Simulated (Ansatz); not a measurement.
# How far is PAW off for W?

```
W
1.0
     0.00000    2.00970    2.03000
     2.00970    0.00000    2.03000
     2.00970    2.00970    0.00000
W
1
Direct
  0.00000 0.00000 0.00000
```

The conventional cell has a = 2.842 Å, b = 2.842 Å, c = 4.060 Å, α = 90.00°, β = 90.00°, γ = 90.00°. W (atom 1) is surrounded by 12 W at 2.84 to 2.86 Å.

The cell comes from COD entry 1534935, which wasn't checked; take it as a given geometry. The listed cell was then made from it by scaling, straining or moving an atom.

No spin–orbit coupling, which matters for the heavy atoms here.

Levels of theory: DFT, PBE, PAW with Ansatz's default frozen-core files, scalar-relativistic (Ansatz 0.2.0); DFT, PBE, all-electron PAW with datasets made for the crystal, scalar-relativistic (Ansatz 0.2.0); DFT, PBE, all-electron LAPW, scalar-relativistic (Ansatz 0.2.0).

For PAW: a Γ-centred 14×14×14 k mesh, Fermi–Dirac smearing of 0.05 eV, cutoff 420 eV, no spin polarisation. The crystal-made all-electron datasets (AE datasets) take a cutoff of 300 eV at this cell. LAPW targets a basis error of 0.25 meV/atom. The Ansatz runs share mesh, smearing and spin set-up. Plane-wave (PAW) pressures include the program's estimate of the Pulay term.

Stress and pressure are positive in compression.

The change that made this cell: equal xx and yy strain of -1 %.

No spin–orbit coupling: at heavy atoms the gradients can be off by tens of per cent for that reason.

In a metal, gradients converge slowly with the k mesh: the values move by tens of per cent from one mesh to another, at times in sign, so only the comparison on one mesh counts.

```tsv
quantity	PAW	AE datasets	LAPW
pressure (GPa)	?	0.96	0.96
stress xx (GPa)	?	-0.14	-0.14
stress zz (GPa)	?	3.17	3.17
field gradient Vzz at W (10²¹ V/m²)	-0.51	-0.48	–
```

Fill in "PAW" for the row "stress zz (GPa)".

3.08.

Fill in "PAW" for the row "pressure (GPa)".

0.88.

Give the missing entry: row "stress xx (GPa)", column "PAW".

-0.23.
